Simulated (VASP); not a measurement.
# CaF2 (Immm) in VASP: notebook, part 2 of 2

VASP 6.6.1.

### 3 Single point, PBEsol (strain -0.0200 x Voigt [0, 0, 0, 1, 0, 0], atoms carried along)

Contents of INCAR:

```
SYSTEM = CaF2
  PREC = Accurate
  ENCUT = 520
  EDIFF = 1E-7
  ISMEAR = 0
  SIGMA = 0.05
  LREAL = .FALSE.
  LASPH = .TRUE.
  NELM = 80
  ALGO = Normal
  ISIF = 2
  LWAVE = .FALSE.
  LCHARG = .FALSE.
  GGA = PS
  NBANDS = 19
```

Contents of KPOINTS:

```
regular mesh
0
G
  8 8 8
  0 0 0
```

Contents of POSCAR:

```
CaF2
1.0
    0.0000000000      2.7039375000      2.7039375000
    2.7312500000     -0.0273125000      2.7312500000
    2.7312500000      2.7312500000     -0.0273125000
Ca F
1 2
Direct
    0.0000000000      0.0000000000      0.0000000000
    0.2500000000      0.2500000000      0.2500000000
    0.7500000000      0.7500000000      0.7500000000
```

Potentials or basis: VASP PAW PBE potentials, release 64 (Ca_sv, F).

The run is started by

```console
$ cat potpaw_PBE.64/Ca_sv/POTCAR potpaw_PBE.64/F/POTCAR > POTCAR
$ mpirun -np 1 vasp_std > vasp.out
```

OUTCAR:

```text
SYSTEM = CaF2
   PREC = Accurate
   ENCUT = 520
   EDIFF = 1E-7
   ISMEAR = 0
   LREAL = .FALSE.
   LASPH = .TRUE.
   NELM = 80
   ISIF = 2
   GGA = PS

 ion  position               nearest neighbor table
   1  0.000  0.000  0.000-   3 2.35   2 2.35   3 2.35   2 2.35   3 2.38   2 2.38   2 2.38   3 2.38

   2  0.250  0.250  0.250-   1 2.35   1 2.35   1 2.38   1 2.38
   3  0.750  0.750  0.750-   1 2.35   1 2.35   1 2.38   1 2.38

  LATTYP: Found a body centered orthorhombic cell.
 ALAT       =     3.8239450843
 B/A-ratio  =     1.0202020202
 C/A-ratio  =     1.4284985479

  Lattice vectors:

 A1 = (  -2.7312500000,   0.0273125000,  -2.7312500000)
 A2 = (  -2.7312500000,  -0.0273125000,   2.7312500000)
 A3 = (   2.7312500000,   2.7312500000,  -0.0273125000)

Analysis of symmetry for initial positions (statically):
=====================================================================
 Subroutine PRICEL returns:
 Original cell was already a primitive cell.

 Routine SETGRP: Setting up the symmetry group for a
 body centered orthorhombic supercell.

 Subroutine GETGRP returns: Found  8 space group operations
 (whereof  8 operations were pure point group operations)
[... 168 lines left out ...]

 val. band max:       -1.0841655096   @ k =   0.0000   0.5000   0.5000
 cond. band min:       6.0074502331   @ k =   0.0000   0.0000   0.0000
 fundamental gap:      7.0916157427
 Fermi energy:        -0.8786316597

 k-point     1 :       0.0000    0.0000    0.0000
  band No.  band energies     occupation
      1     -36.8963      2.00000
      2     -20.9049      2.00000
      3     -20.1193      2.00000
      4     -17.9223      2.00000
      5     -17.9187      2.00000
      6     -17.9175      2.00000
[... 505 lines left out ...]
      6     -17.4693      2.00000
[... 11 lines left out ...]
     18      10.0967      0.00000
     19      14.3513      0.00000

 [... further k-points ...]

------------------------ aborting loop because EDIFF is reached ----------------------------------------

  FORCE on cell =-STRESS in cart. coord.  units (eV):
  Direction    XX          YY          ZZ          XY          YZ          ZX
  --------------------------------------------------------------------------------------
  -------------------------------------------------------------------------------------
  Total       -0.4104023     -0.4103550     -0.4103550     -0.0000000      0.1907273     -0.0000000
  in kB      -16.1379881    -16.1361313    -16.1361313     -0.0000000      7.4998478     -0.0000000
  external PRESSURE =     -16.1367503 kB  Pullay stress =       0.0000000 kB

 VOLUME and BASIS-vectors are now :
 -----------------------------------------------------------------------------
  energy-cutoff  :      520.00
  volume of cell :       40.74
      direct lattice vectors                 reciprocal lattice vectors
     0.000000000  2.703937500  2.703937500    -0.183066362  0.184915517  0.184915517
     2.731250000 -0.027312500  2.731250000     0.183066362 -0.181253823  0.181253823
     2.731250000  2.731250000 -0.027312500     0.183066362  0.181253823 -0.181253823

 POSITION                                       TOTAL-FORCE (eV/Angst)
 -----------------------------------------------------------------------------------
      0.00000      0.00000      0.00000        -0.000000      0.000000     -0.000000
      1.36563      1.35197      1.35197         0.045118      0.000000      0.000000
      4.09688      4.05591      4.05591        -0.045118     -0.000000     -0.000000
 -----------------------------------------------------------------------------------
    total drift:                                0.000000      0.000000      0.000000

  FREE ENERGIE OF THE ION-ELECTRON SYSTEM (eV)
  ---------------------------------------------------
  free  energy   TOTEN  =       -17.8961898968 eV

  energy  without entropy=      -17.8961898968  energy(sigma->0) =      -17.89618990
```

OSZICAR:

```text
N       E                     dE             d eps       ncg     rms          rms(c)
DAV:   1     0.210219775440E+03    0.21022E+03   -0.13535E+04  3610   0.128E+03
DAV:   2    -0.820837640364E+01   -0.21843E+03   -0.21183E+03  4249   0.345E+02
DAV:   3    -0.186335711888E+02   -0.10425E+02   -0.10378E+02  4145   0.800E+01
DAV:   4    -0.189799028306E+02   -0.34633E+00   -0.34552E+00  5615   0.115E+01
DAV:   5    -0.189824192700E+02   -0.25164E-02   -0.25163E-02  4050   0.114E+00    0.738E+00
DAV:   6    -0.178970316179E+02    0.10854E+01   -0.44341E+00  3898   0.146E+01    0.301E+00
DAV:   7    -0.178832991345E+02    0.13732E-01   -0.10542E-01  4222   0.325E+00    0.169E+00
DAV:   8    -0.178932040464E+02   -0.99049E-02   -0.34135E-02  3999   0.205E+00    0.213E-01
DAV:   9    -0.178953751207E+02   -0.21711E-02   -0.73827E-03  4333   0.613E-01    0.133E-01
DAV:  10    -0.178961770614E+02   -0.80194E-03   -0.17352E-03  3813   0.344E-01    0.206E-02
DAV:  11    -0.178961849612E+02   -0.78998E-05   -0.47228E-05  4222   0.647E-02    0.699E-03
DAV:  12    -0.178961903361E+02   -0.53749E-05   -0.10770E-05  3996   0.259E-02    0.348E-03
DAV:  13    -0.178961901290E+02    0.20707E-06   -0.16613E-06  4346   0.943E-03    0.250E-03
DAV:  14    -0.178961898304E+02    0.29862E-06   -0.40555E-07  3813   0.642E-03    0.353E-04
DAV:  15    -0.178961898968E+02   -0.66443E-07   -0.25537E-08  2595   0.170E-03
   1 F= -.17896190E+02 E0= -.17896190E+02  d E =-.760252E-11
```

Run time: 92 s. Hardware: 1 thread of AMD EPYC 7R43 (Zen 3), shared host; peak memory 0.17 GiB.

What came out:

* Free energy: -17.8962 eV
* Pressure: -1.6 GPa
* Largest force: 0.045 eV/Å
* Band gap on the k mesh: 7.09 eV, indirect (least direct gap 7.34 eV)

Forces in eV/Å, atoms in the order of the input:
```
Ca   0.000  0.000  0.000
F    0.045  0.000  0.000
F   -0.045  0.000  0.000
```

Caveat: the PAW data sets were made with another functional, which shifts forces and pressure a little.

### 4 Single point, PBEsol (strain +0.0150 x Voigt [0, 0, 0, 1, 0, 0], atoms carried along)

Contents of INCAR:

```
ALGO = Normal ; EDIFF = 1E-6
ENCUT = 520 ; GGA = PS
ISIF = 2 ; ISMEAR = 0
LASPH = T ; LCHARG = F
LREAL = F ; LWAVE = F
NBANDS = 19 ; NELM = 100
PREC = Accurate ; SIGMA = 0.05
```

Contents of KPOINTS:

```
k-points
0
Gamma
  8 8 8
```

Contents of POSCAR:

```
CaF2
1.0
    0.0000000000      2.7517343750      2.7517343750
    2.7312500000      0.0204843750      2.7312500000
    2.7312500000      2.7312500000      0.0204843750
Ca F
1 2
Direct
    0.0000000000      0.0000000000      0.0000000000
    0.2500000000      0.2500000000      0.2500000000
    0.7500000000      0.7500000000      0.7500000000
```

The run is started by

```console
$ cat potpaw_PBE.64/Ca_sv/POTCAR potpaw_PBE.64/F/POTCAR > POTCAR
$ mpirun -np 1 vasp_std > vasp.out
```

It took 79 s on 1 thread of AMD EPYC 7R43 (Zen 3), shared host; peak memory 0.17 GiB.

The run converged. Its results:

```
Free energy            : -17.8970 eV
Pressure               : -1.6 GPa
Largest force          : 0.034 eV/Å
Band gap on the k mesh : 7.09 eV, indirect (least direct gap 7.34 eV)
```

Forces on the atoms (eV/Å):
```
Ca   0.000  0.000  0.000
F   -0.034  0.000  0.000
F    0.034  0.000  0.000
```

Stress tensor (GPa, compression positive):
```
-1.60  0.00  0.00
 0.00 -1.60 -0.56
 0.00 -0.56 -1.60
```

Levels at points of the mesh, in eV from the valence-band top:
| k point | band 9 | band 10 | band 11 | band 12 | band 13 | band 14 | band 15 | band 16 |
| --- | --- | --- | --- | --- | --- | --- | --- | --- |
| (0.00, 0.00, 0.00) | -2.14 | -0.26 | -0.26 | -0.25 | 7.09 | 9.12 | 9.12 | 11.18 |
| (0.50, 0.00, 0.00) | -1.31 | -1.26 | -0.85 | -0.84 | 9.32 | 9.37 | 9.69 | 10.52 |
| (0.00, 0.50, 0.00) | -1.32 | -1.25 | -0.86 | -0.84 | 9.32 | 9.37 | 9.71 | 10.55 |
| (0.50, 0.50, 0.00) | -1.67 | -0.37 | -0.37 | 0.00 | 8.02 | 9.47 | 10.07 | 10.86 |
| (0.00, 0.50, 0.50) | -1.64 | -0.41 | -0.34 | 0.00 | 8.02 | 9.47 | 10.07 | 10.81 |

Caveat: the PAW data sets were made with another functional, which shifts forces and pressure a little. A k mesh can miss the band edges.

### 5 Single point, PBEsol (strain +0.0050 x Voigt [0, 0, 0, 1, 0, 0], atoms carried along)

Contents of INCAR:

```
SYSTEM = CaF2
ALGO = Normal
EDIFF = 1E-7
ENCUT = 520
GGA = PS
ISIF = 2
ISMEAR = 0
LASPH = .True.
LCHARG = .True.
LELF = .True.
LREAL = .False.
LVHAR = .True.
LWAVE = .False.
NBANDS = 19
NELM = 80
PREC = Accurate
SIGMA = 0.05
```

Contents of KPOINTS:

```
k-points
0
Gamma
  8 8 8
  0 0 0
```

Contents of POSCAR:

```
CaF2
1.0
    0.0000000000      2.7380781250      2.7380781250
    2.7312500000      0.0068281250      2.7312500000
    2.7312500000      2.7312500000      0.0068281250
Ca F
1 2
Direct
    0.0000000000      0.0000000000      0.0000000000
    0.2500000000      0.2500000000      0.2500000000
    0.7500000000      0.7500000000      0.7500000000
```

The run is started by

```console
$ cat potpaw_PBE.64/Ca_sv/POTCAR potpaw_PBE.64/F/POTCAR > POTCAR
$ mpirun -np 1 vasp_std > vasp.out
```

It took 1.8 min on 1 thread of AMD EPYC 7R43 (Zen 3), shared host; peak memory 0.17 GiB.

The run converged. Its results:

```yaml
Free_energy: -17.8979 eV
Pressure: -1.7 GPa
Largest_force: 0.011 eV/Å
Band_gap_on_the_k_mesh: 7.09 eV, indirect (least direct gap 7.35 eV)
```

Forces on the atoms (eV/Å):
```
Ca   0.000  0.000  0.000
F   -0.011  0.000  0.000
F    0.011  0.000  0.000
```

Stress tensor (GPa, compression positive):
```
-1.65  0.00  0.00
 0.00 -1.65 -0.19
 0.00 -0.19 -1.65
```

Levels at points of the mesh, in eV from the valence-band top:
```
           k point  band 9  band 10  band 11  band 12  band 13  band 14  band 15  band 16
(0.00, 0.00, 0.00)   -2.14    -0.26    -0.26    -0.26     7.09     9.12     9.12    11.21
(0.50, 0.00, 0.00)   -1.31    -1.26    -0.85    -0.84     9.33     9.35     9.70    10.53
(0.00, 0.50, 0.00)   -1.32    -1.26    -0.85    -0.84     9.34     9.35     9.70    10.54
(0.50, 0.50, 0.00)   -1.67    -0.37    -0.37     0.00     8.02     9.47    10.07    10.86
(0.00, 0.50, 0.50)   -1.66    -0.38    -0.36     0.00     8.02     9.47    10.07    10.84
```

Caveat: the PAW data sets were made with another functional, which shifts forces and pressure a little. A k mesh can miss the band edges.

### 6 Overview

```csv
cell,gap on the mesh (eV),pressure (GPa),largest force (eV/Å)
"strain +0.0250 x Voigt [0, 0, 0, 1, 0, 0], atoms carried along",7.09,-1.6,0.06
"strain -0.0200 x Voigt [0, 0, 0, 1, 0, 0], atoms carried along",7.09,-1.6,0.05
"strain +0.0150 x Voigt [0, 0, 0, 1, 0, 0], atoms carried along",7.09,-1.6,0.03
"strain +0.0050 x Voigt [0, 0, 0, 1, 0, 0], atoms carried along",7.09,-1.7,0.01
```

Alike in all rows: task single point; level PBEsol; potentials or basis VASP PAW PBE potentials, release 64 (Ca_sv, F); no spin polarisation; k mesh 8 × 8 × 8; cutoff (eV) 520; smearing gaussian 0.05 eV.

Caveats: the PAW data sets were made with another functional, which shifts forces and pressure a little.

Total energies depend on the potentials used, so only differences within one code and one set of settings carry meaning.
